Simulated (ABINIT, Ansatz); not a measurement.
## LiH: the functional in 2 programs

```cif
data_structure
_symmetry_space_group_name_H-M 'Fm-3m'
_symmetry_Int_Tables_number 225
_cell_length_a 4.0735
_cell_length_b 4.0735
_cell_length_c 4.0735
_cell_angle_alpha 90.000
_cell_angle_beta 90.000
_cell_angle_gamma 90.000
_cell_volume 67.59
loop_
_atom_site_label
_atom_site_type_symbol
_atom_site_symmetry_multiplicity
_atom_site_Wyckoff_symbol
_atom_site_fract_x
_atom_site_fract_y
_atom_site_fract_z
_atom_site_occupancy
Li1 Li 4 a 0.00000 0.00000 0.00000 1
H1 H 4 b 0.50000 0.00000 0.00000 1
```

Kept alike: task band structure; k mesh 11 × 11 × 11; occupations fermi-dirac, width 0.05 eV; no spin polarisation. The mesh is that of the run's cell of 2 atoms. No spin-orbit coupling.

- A: ABINIT; JTH PAW LDA v2.0 (LDA); JTH PAW PBE v2.0 (PBE); PseudoDojo NC SR PBEsol v0.4.1 standard (PBEsol), cutoff 680 to 1007 eV
- B: Ansatz, Ansatz PAW, made for PBE, cutoff 420 eV

| functional | A: pressure (GPa) | B: pressure (GPa) |
| --- | --- | --- |
| LDA | -4.24 | -4.09 |
| PBE | -1.86 | -1.65 |
| PBEsol | -2.34 | -2.30 |

Pressure is positive in compression; plane-wave values hold the error of the finite cutoff, which Ansatz corrects. Values on potentials made for another functional: some of B.

Task: How large is the effect of the functional, and do the programs agree on it?

Result: From LDA to PBE the pressure moves by +2.38 in A, +2.44 in B (GPa). Row by row the programs differ by 0.04 to 0.21, and over this span the shifts, as printed, agree within about 2 %. Shifts from LDA: PBE +2.38, +2.44; PBEsol +1.90, +1.79; the programs' shifts differ by up to 0.11.
